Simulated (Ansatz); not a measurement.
**Al2Cu: convergence and cost**

The task, for Al2Cu: test the k-point mesh.

Method: DFT PBEsol, scalar-relativistic, plane waves, PAW, in Ansatz 0.2.0.

3 further runs of the same task are left out: 2 for a known fault of the program, 1 set aside as unsound or not needed. Runs told in other sessions of the task aren't counted.

### Step 1. The starting structure

Symmetry: P4/mmm, No. 123, tetragonal system. The conventional cell has a = 4.105 Å, b = 4.105 Å, c = 2.891 Å, α = 90.00°, β = 90.00°, γ = 90.00°. Al (site symmetry mmm) is surrounded by 4 Cu at 2.51 Å. Cu (site symmetry 4/mmm) is surrounded by 8 Al at 2.51 Å.

Structure file:

```xyz
3
Lattice="4.1052 0.0000 0.0000 0.0000 4.1052 0.0000 0.0000 0.0000 2.8913" Properties=species:S:1:pos:R:3 pbc="T T T"
Al    2.0526    0.0000    1.4457
Al    0.0000    2.0526    1.4457
Cu    0.0000    0.0000    0.0000
```

The structure comes from the Materials Project (structure only); it is used as listed.

### Step 2. The base run, which the others are set against

The input, input.yaml:

```yaml
crystal:
  lattice:
    - [4.105182, 0.0, 0.0]
    - [0.0, 4.105182, 0.0]
    - [0.0, 0.0, 2.891313]
  atoms:
    - { symbol: Al, position: [0.5, 0.0, 0.5] }
    - { symbol: Al, position: [0.0, 0.5, 0.5] }
    - { symbol: Cu, position: [0.0, 0.0, 0.0] }
basis:
  ecutwfc: 420
kpoints:
  mp_grid: { grid: [10, 10, 14] }
hamiltonian:
  xc: pbesol
scf:
  occupations: { method: gaussian, width: 0.1 }
output:
  forces: true
  stress: true
  eigenvalues: true
  populations: true
```

It was run beforehand and gave: -2545.9816 eV/atom at zero smearing, pressure -2.40 GPa, largest force 0.000 eV/Å, no gap on the mesh, in 7 SCF cycles and 4.4 s.

### Step 3. K-point mesh: 1×1×1

The input, input.yaml:

```yaml
crystal:
  lattice:
    - [4.105182, 0.0, 0.0]
    - [0.0, 4.105182, 0.0]
    - [0.0, 0.0, 2.891313]
  atoms:
    - { symbol: Al, position: [0.5, 0.0, 0.5] }
    - { symbol: Al, position: [0.0, 0.5, 0.5] }
    - { symbol: Cu, position: [0.0, 0.0, 0.0] }
basis:
  ecutwfc: 420
kpoints:
  mp_grid: { grid: [1, 1, 1] }
hamiltonian:
  xc: pbesol
scf:
  occupations: { method: gaussian, width: 0.1 }
output:
  forces: true
  stress: true
  eigenvalues: true
```

Run with:

```sh
$ ansatz run input.yaml --threads 1 --pin off --max-ram 2560MiB --backend cpu --events-out ev --progress --plain --runs-dir out
```

### Step 4. K-point mesh: 2×2×4

input.yaml: that of step 3 with these lines changed.

```diff
@@ -12,3 +12,3 @@
 kpoints:
-  mp_grid: { grid: [1, 1, 1] }
+  mp_grid: { grid: [2, 2, 4] }
 hamiltonian:
```

### Step 5. K-point mesh: 4×4×4

input.yaml: that of step 4 with these lines changed.

```diff
@@ -12,3 +12,3 @@
 kpoints:
-  mp_grid: { grid: [2, 2, 4] }
+  mp_grid: { grid: [4, 4, 4] }
 hamiltonian:
```

### Step 6. K-point mesh set to 4×4×6

input.yaml: that of step 5 with these lines changed.

```diff
@@ -12,3 +12,3 @@
 kpoints:
-  mp_grid: { grid: [4, 4, 4] }
+  mp_grid: { grid: [4, 4, 6] }
 hamiltonian:
```

### Step 7. K-point mesh set to 6×6×6

input.yaml: that of step 6 with these lines changed.

```diff
@@ -12,3 +12,3 @@
 kpoints:
-  mp_grid: { grid: [4, 4, 6] }
+  mp_grid: { grid: [6, 6, 6] }
 hamiltonian:
```

### Step 8. K-point mesh: 6×6×8

input.yaml: that of step 7 with these lines changed.

```diff
@@ -12,3 +12,3 @@
 kpoints:
-  mp_grid: { grid: [6, 6, 6] }
+  mp_grid: { grid: [6, 6, 8] }
 hamiltonian:
```

### Step 9. K-point mesh set to 6×6×10

input.yaml: that of step 8 with these lines changed.

```diff
@@ -12,3 +12,3 @@
 kpoints:
-  mp_grid: { grid: [6, 6, 8] }
+  mp_grid: { grid: [6, 6, 10] }
 hamiltonian:
```

### Step 10. K-point mesh set to 8×8×10

input.yaml: that of step 9 with these lines changed.

```diff
@@ -12,3 +12,3 @@
 kpoints:
-  mp_grid: { grid: [6, 6, 10] }
+  mp_grid: { grid: [8, 8, 10] }
 hamiltonian:
```

### Step 11. K-point mesh set to 12×12×16

input.yaml: that of step 10 with these lines changed.

```diff
@@ -12,3 +12,3 @@
 kpoints:
-  mp_grid: { grid: [8, 8, 10] }
+  mp_grid: { grid: [12, 12, 16] }
 hamiltonian:
@@ -21 +21,5 @@
   eigenvalues: true
+  write_density: true
+  write_potential: true
+  elf: true
+  volumetric_format: npy
```

### Step 12. K-point mesh: 14×14×18

input.yaml: that of step 11 with these lines changed.

```diff
@@ -12,3 +12,3 @@
 kpoints:
-  mp_grid: { grid: [12, 12, 16] }
+  mp_grid: { grid: [14, 14, 18] }
 hamiltonian:
@@ -21,5 +21 @@
   eigenvalues: true
-  write_density: true
-  write_potential: true
-  elf: true
-  volumetric_format: npy
```

### Step 13. K-point mesh set to 14×14×20

input.yaml: that of step 12 with these lines changed.

```diff
@@ -12,3 +12,3 @@
 kpoints:
-  mp_grid: { grid: [14, 14, 18] }
+  mp_grid: { grid: [14, 14, 20] }
 hamiltonian:
```

(Steps that only read results are left out.)

Q: Predict the outcome of the series: the values and the trend.

As calculated:

| quantity | value |
| --- | --- |
| k-point mesh: within 10 and 1 meV/atom of 14×14×20 from | 4×4×6 for 10; 10×10×14 for 1 |

In words: In the sweep of the k-point mesh, 10×10×14 already comes within 1 meV/atom of the reference, and so do all later runs, at about 0.49 of the reference's time. That is measured against the best run here, which may itself be short of the limit. The error changes sign along the series, since a k mesh isn't variational, and a metal needs dense meshes to resolve its Fermi surface.
